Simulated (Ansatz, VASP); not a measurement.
**Cross-check of ZnSe (ZnSe(110), zinc blende) between VASP and Ansatz**

Wanted: the spread between two codes on one cell, functional and k mesh. The cell is taken from a series of runs on this material, whose earlier steps may have relaxed, scaled, displaced or heated it; both programs get it as it stands.

Method: plane waves, with VASP 6.6.1 beside it; single point at PBE, in Ansatz 0.2.0.

### Step 1. The starting structure

The cell holds 22 atoms: 11 Se and 11 Zn. Cell: a = 4.008 Å, b = 5.668 Å, c = 36.039 Å, α = 90.0°, β = 90.0°, γ = 90.0°. Vacuum lies along c.

### Step 2. VASP: single point, PBE

With cell and atoms fixed, the geometry can't cause a difference; cores, projectors, grids and the points listed under the comparison can.

Lines of VASP's logs that name or quote its potential files are left out, and so is its time.

The input, INCAR:

```
SYSTEM = ZnSe
PREC = Accurate
ENCUT = 400
EDIFF = 1E-06
NELM = 120
ISMEAR = -1
SIGMA = 0.01
LREAL = .FALSE.
ALGO = Normal
GGA = PE
NBANDS = 122
LORBIT = 11
LWAVE = .FALSE.
LCHARG = .FALSE.
ISIF = 2
LDIPOL = .TRUE.
IDIPOL = 3
DIPOL = 0.5 0.5 0.5
LVHAR = .TRUE.
LASPH = .TRUE.
GGA_COMPAT = .FALSE.
EFERMI = MIDGAP
NELMDL = -8
KPAR = 4
```

The input, POSCAR:

```
ZnSe
1.0
    4.0078812358      0.0000000000      0.0000000000
    0.0000000000      5.6680000000      0.0000000000
    0.0000000000      0.0000000000     36.0394061788
Se Zn
11 11
Direct
    0.5000000000      0.5000000000      0.2219792402
    0.0000000000      0.0000000000      0.2775833921
    0.5000000000      0.5000000000      0.3331875441
    0.0000000000      0.0000000000      0.3887916961
    0.5000000000      0.5000000000      0.4443958480
    0.0000000000      0.0000000000      0.5000000000
    0.5000000000      0.5000000000      0.5556041520
    0.0000000000      0.0000000000      0.6112083039
    0.5000000000      0.5000000000      0.6668124559
    0.0000000000      0.0000000000      0.7224166079
    0.5000000000      0.5000000000      0.7780207598
    0.0000000000      0.7500000000      0.2219792402
    0.5000000000      0.2500000000      0.2775833921
    0.0000000000      0.7500000000      0.3331875441
    0.5000000000      0.2500000000      0.3887916961
    0.0000000000      0.7500000000      0.4443958480
    0.5000000000      0.2500000000      0.5000000000
    0.0000000000      0.7500000000      0.5556041520
    0.5000000000      0.2500000000      0.6112083039
    0.0000000000      0.7500000000      0.6668124559
    0.5000000000      0.2500000000      0.7224166079
    0.0000000000      0.7500000000      0.7780207598
```

The input, KPOINTS:

```
Automatic mesh
0
Gamma
8 6 1
0 0 0
```

Potentials, in the order of the species: Se and Zn (PBE family, release 64).

The run is started by

```
> mpirun -np 4 vasp_std
```

Numbers of over 12 decimals in the logs are rounded to 6 here.

The log of the run:

```text
[banner, memory and clock lines left out]
running    4 mpi-ranks, on    1 nodes
 distrk:  each k-point on    1 cores,    4 groups
 distr:  one band on    1 cores,    1 groups

 POSCAR found type information on POSCAR SeZn
 POSCAR found :  2 types and      22 ions
|                                                                             |
|               ----> ADVICE to this user running VASP <----                  |
|                                                                             |
|     You have a (more or less) 'large supercell' and for larger cells it     |
|     might be more efficient to use real-space projection operators.         |
|     Therefore, try LREAL= Auto in the INCAR file.                           |
|     Mind: For very accurate calculation, you might also keep the            |
|     reciprocal projection scheme (i.e. LREAL=.FALSE.).                      |
|                                                                             |

 LDA part: xc-table for (Slater+PW92), standard interpolation
 POSCAR, INCAR and KPOINTS ok, starting setup
 FFT: planning ... GRIDC
 FFT: planning ... GRID_SOFT
 FFT: planning ... GRID
 WAVECAR not read
 entering main loop
       N       E                     dE             d eps       ncg     rms          rms(c)
DAV:   1     0.141533987618E+04    0.14153E+04   -0.74074E+04  4992   0.134E+03
DAV:   2     0.139505741159E+03   -0.12758E+04   -0.12173E+04  5256   0.336E+02
DAV:   3    -0.568508311813E+02   -0.19636E+03   -0.19402E+03  5424   0.140E+02
DAV:   4    -0.680080408726E+02   -0.11157E+02   -0.11087E+02  5584   0.306E+01
DAV:   5    -0.682692342847E+02   -0.26119E+00   -0.26083E+00  5680   0.418E+00
DAV:   6    -0.682763675971E+02   -0.71333E-02   -0.71306E-02  5592   0.689E-01
DAV:   7    -0.682766208718E+02   -0.25327E-03   -0.25323E-03  5664   0.124E-01
DAV:   8    -0.682766306784E+02   -0.98066E-05   -0.98055E-05  5592   0.244E-02    0.156E+01
DAV:   9    -0.644851732659E+02    0.37915E+01   -0.82706E+00  6908   0.348E+01    0.119E+01
DAV:  10    -0.644514611639E+02    0.33712E-01   -0.77051E+00  5424   0.736E+00    0.383E+00
DAV:  11    -0.643980961451E+02    0.53365E-01   -0.46454E-01  5704   0.744E+00    0.119E+00
DAV:  12    -0.643946044565E+02    0.34917E-02   -0.11712E-01  6000   0.391E+00    0.456E-01
DAV:  13    -0.643958026175E+02   -0.11982E-02   -0.17904E-02  5464   0.143E+00    0.237E-01
DAV:  14    -0.643973910561E+02   -0.15884E-02   -0.55036E-03  5392   0.366E-01    0.123E-01
[...]
DAV:  23    -0.643986869689E+02   -0.15493E-04   -0.10481E-06  3632   0.329E-03    0.102E-03
DAV:  24    -0.643986945095E+02   -0.75406E-05   -0.77559E-07  3608   0.617E-03    0.700E-04
DAV:  25    -0.643986970278E+02   -0.25183E-05   -0.17911E-07  3632   0.272E-03    0.417E-04
DAV:  26    -0.643987011412E+02   -0.41133E-05   -0.14099E-07  3508   0.134E-03    0.362E-04
DAV:  27    -0.643987051935E+02   -0.40523E-05   -0.70769E-08  3448   0.135E-03    0.256E-04
DAV:  28    -0.643987078852E+02   -0.26917E-05   -0.40333E-08  3428   0.116E-03    0.147E-04
DAV:  29    -0.643987091506E+02   -0.12654E-05   -0.14811E-08  3376   0.346E-04    0.145E-04
DAV:  30    -0.643987101145E+02   -0.96390E-06   -0.14942E-08  3360   0.823E-04
   1 F= -.64398710E+02 E0= -.64398710E+02  d E =0.000000E+00
```

From OUTCAR (step 2):

```text
ion  position               nearest neighbor table
   1  0.500  0.500  0.222-  13 2.45  12 2.45  12 2.45
   2  0.000  0.000  0.278-  12 2.45  13 2.45  13 2.45  14 2.45
   3  0.500  0.500  0.333-  14 2.45  14 2.45  15 2.45  13 2.45
   4  0.000  0.000  0.389-  16 2.45  15 2.45  15 2.45  14 2.45
   5  0.500  0.500  0.444-  15 2.45  16 2.45  16 2.45  17 2.45
   6  0.000  0.000  0.500-  17 2.45  17 2.45  18 2.45  16 2.45
   7  0.500  0.500  0.556-  19 2.45  18 2.45  18 2.45  17 2.45
   8  0.000  0.000  0.611-  18 2.45  19 2.45  19 2.45  20 2.45
   9  0.500  0.500  0.667-  20 2.45  20 2.45  21 2.45  19 2.45
  10  0.000  0.000  0.722-  22 2.45  21 2.45  21 2.45  20 2.45
  11  0.500  0.500  0.778-  21 2.45  22 2.45  22 2.45
  12  0.000  0.750  0.222-   2 2.45   1 2.45   1 2.45
  13  0.500  0.250  0.278-   1 2.45   2 2.45   2 2.45   3 2.45
  14  0.000  0.750  0.333-   3 2.45   3 2.45   4 2.45   2 2.45
  15  0.500  0.250  0.389-   5 2.45   4 2.45   4 2.45   3 2.45
  16  0.000  0.750  0.444-   4 2.45   5 2.45   5 2.45   6 2.45
  17  0.500  0.250  0.500-   6 2.45   6 2.45   7 2.45   5 2.45
  18  0.000  0.750  0.556-   8 2.45   7 2.45   7 2.45   6 2.45
  19  0.500  0.250  0.611-   7 2.45   8 2.45   8 2.45   9 2.45
  20  0.000  0.750  0.667-   9 2.45   9 2.45  10 2.45   8 2.45
  21  0.500  0.250  0.722-  11 2.45  10 2.45  10 2.45   9 2.45
  22  0.000  0.750  0.778-  10 2.45  11 2.45  11 2.45

  LATTYP: Found a simple orthorhombic cell.
 ALAT       =     4.0078812358
 B/A-ratio  =     1.4142135624
 C/A-ratio  =     8.9921342621

 Subroutine GETGRP returns: Found  4 space group operations
 (whereof  4 operations were pure point group operations)

The static configuration has the point symmetry C_2v.

 Found     20 irreducible k-points:

   k-points           NKPTS =     20   k-points in BZ     NKDIM =     20   number of bands    NBANDS=    122

   dimension x,y,z NGX =    28 NGY =   40 NGZ =  240
   dimension x,y,z NGXF=    56 NGYF=   80 NGZF=  480

   ENCUT  =  400.0 eV  29.40 Ry    5.42 a.u.   6.54  9.24 58.77*2*pi/ulx,y,z

   NELECT =     198.0000    total number of electrons

 k-points in reciprocal lattice and weights: Automatic mesh
   0.00000000  0.00000000  0.00000000       0.021
   0.12500000  0.00000000  0.00000000       0.042
   0.25000000  0.00000000  0.00000000       0.042
   0.37500000  0.00000000  0.00000000       0.042
   0.50000000  0.00000000  0.00000000       0.021
   0.00000000  0.16666667  0.00000000       0.042
   0.12500000  0.16666667  0.00000000       0.083
   0.25000000  0.16666667  0.00000000       0.083
   0.37500000  0.16666667  0.00000000       0.083
[...]
0.37500000  0.50000000  0.00000000       0.042
   0.50000000  0.50000000  0.00000000       0.021

 dipolmoment           0.000000      0.000000      0.000000 electrons x Angstroem

 average (electrostatic) potential at core
       1 -58.0975       2 -58.7161       3 -58.5847       4 -58.6621       5 -58.6372
       6 -58.6532       7 -58.6372       8 -58.6621       9 -58.5847      10 -58.7161
      11 -58.0975      12 -39.8658      13 -39.6825      14 -39.7894      15 -39.7448
      16 -39.7685      17 -39.7593      18 -39.7685      19 -39.7448      20 -39.7894
      21 -39.6825      22 -39.8658

 E-fermi :  -0.4661

 k-point     1 :       0.0000    0.0000    0.0000
  band No.  band energies     occupation
    ...
     95      -1.1628      2.00000
     96      -1.0997      2.00000
     97      -1.0990      2.00000
     98      -1.0622      2.00000
     99      -1.0425      2.00000
    100       0.1102      0.00000
    101       0.4510      0.00000
    102       1.2132      0.00000
    103       1.9051      0.00000
    104       2.0864      0.00000
    ...

 k-point     2 :       0.1250    0.0000    0.0000
  band No.  band energies     occupation
    ...
     95      -1.6227      2.00000
     96      -1.4870      2.00000
     97      -1.4268      2.00000
     98      -1.2321      2.00000
     99      -1.1617      2.00000
    100       0.6785      0.00000
    101       0.8187      0.00000
    102       1.6566      0.00000
    103       2.3027      0.00000
    104       2.4875      0.00000
    ...

 k-point     3 :       0.2500    0.0000    0.0000
  band No.  band energies     occupation
    ...
     95      -2.0833      2.00000
     96      -1.9701      2.00000
     97      -1.7232      2.00000
     98      -1.4324      2.00000
     99      -1.2943      2.00000
    100       1.1125      0.00000
    101       1.1551      0.00000
    102       2.3617      0.00000
    103       2.7816      0.00000
    104       2.8238      0.00000
    ...

  Total        3.8152315      3.6240780      5.3423161      0.0000000      0.0000000      0.0000000
  in kB        7.4663641      7.0922790     10.4548511      0.0000000      0.0000000      0.0000000
  external PRESSURE =       8.3378314 kB  Pullay stress =       0.0000000 kB

  energy-cutoff  :      400.00
  volume of cell :      818.70
      direct lattice vectors                 reciprocal lattice vectors
     4.007881236  0.000000000  0.000000000     0.249508391  0.000000000  0.000000000
     0.000000000  5.668000000  0.000000000     0.000000000  0.176429076  0.000000000
     0.000000000  0.000000000 36.039406179     0.000000000  0.000000000  0.027747405

 POSITION                                       TOTAL-FORCE (eV/Angst)
 -----------------------------------------------------------------------------------
      2.00394      2.83400      8.00000         0.000000      0.445386     -1.028100
      0.00000      0.00000     10.00394         0.000000      0.384385     -0.345043
      2.00394      2.83400     12.00788        -0.000000      0.022052      0.113121
      0.00000      0.00000     14.01182        -0.000000      0.016186     -0.040568
      2.00394      2.83400     16.01576         0.000000     -0.002895      0.015941
      0.00000      0.00000     18.01970         0.000000      0.003417      0.000000
      2.00394      2.83400     20.02364         0.000000     -0.002895     -0.015941
      0.00000      0.00000     22.02758        -0.000000      0.016186      0.040568
      2.00394      2.83400     24.03152         0.000000      0.022052     -0.113121
      0.00000      0.00000     26.03547         0.000000      0.384385      0.345043
      2.00394      2.83400     28.03941         0.000000      0.445386      1.028100
      0.00000      4.25100      8.00000         0.000000     -0.974912      0.920091
      2.00394      1.41700     10.00394         0.000000      0.220122      0.000114
      0.00000      4.25100     12.00788        -0.000000     -0.143545      0.057064
      2.00394      1.41700     14.01182         0.000000      0.046386     -0.020880
      0.00000      4.25100     16.01576        -0.000000     -0.022450      0.006350
      2.00394      1.41700     18.01970         0.000000      0.015155      0.000000
      0.00000      4.25100     20.02364        -0.000000     -0.022450     -0.006350
      2.00394      1.41700     22.02758         0.000000      0.046386      0.020880
      0.00000      4.25100     24.03152        -0.000000     -0.143545     -0.057064
      2.00394      1.41700     26.03547         0.000000      0.220122     -0.000114
      0.00000      4.25100     28.03941         0.000000     -0.974912     -0.920091
 -----------------------------------------------------------------------------------
    total drift:                                0.000000     -0.001041      0.000000

  FREE ENERGIE OF THE ION-ELECTRON SYSTEM (eV)
  ---------------------------------------------------
  free  energy   TOTEN  =       -64.3987101145 eV

  energy  without entropy=      -64.3987101145  energy(sigma->0) =      -64.39871011

 vacuum level on the upper side and lower side of the slab         4.157         4.157

 total charge
# of ion       s       p       d       tot
------------------------------------------
    1        1.447   2.374   0.022   3.842
    2        1.441   2.416   0.031   3.887
    3        1.438   2.428   0.030   3.896
    4        1.437   2.427   0.030   3.894
    5        1.437   2.429   0.030   3.896
    6        1.437   2.428   0.030   3.895
    7        1.437   2.429   0.030   3.896
    8        1.437   2.427   0.030   3.894
    9        1.438   2.428   0.030   3.896
   10        1.441   2.416   0.031   3.887
   11        1.447   2.374   0.022   3.842
   12        0.556   0.344   9.779  10.679
   13        0.535   0.444   9.783  10.762
   14        0.534   0.445   9.784  10.763
   15        0.535   0.447   9.784  10.766
   16        0.534   0.447   9.784  10.765
   17        0.534   0.447   9.784  10.766
   18        0.534   0.447   9.784  10.765
   19        0.535   0.447   9.784  10.766
   20        0.534   0.445   9.784  10.763
   21        0.535   0.444   9.783  10.762
   22        0.556   0.344   9.779  10.679
--------------------------------------------------
tot         21.757  31.275 107.929 160.961

[... 3 further parts left out ...]
```

(Part 1 of 2 ends here.)

[Lines on the potential files, build, host, timing and source positions are cut from VASP's logs without a mark.]

[Logs are printed without paths, hosts, clocks, repeated set-up lines and the standing remarks that a program may print on its own settings, such as how far it seeks lower states.]

[Hosts, paths, dates, database ids (printed as entryN), source tags and the programs' standing remarks are cut or masked in the printed files.]
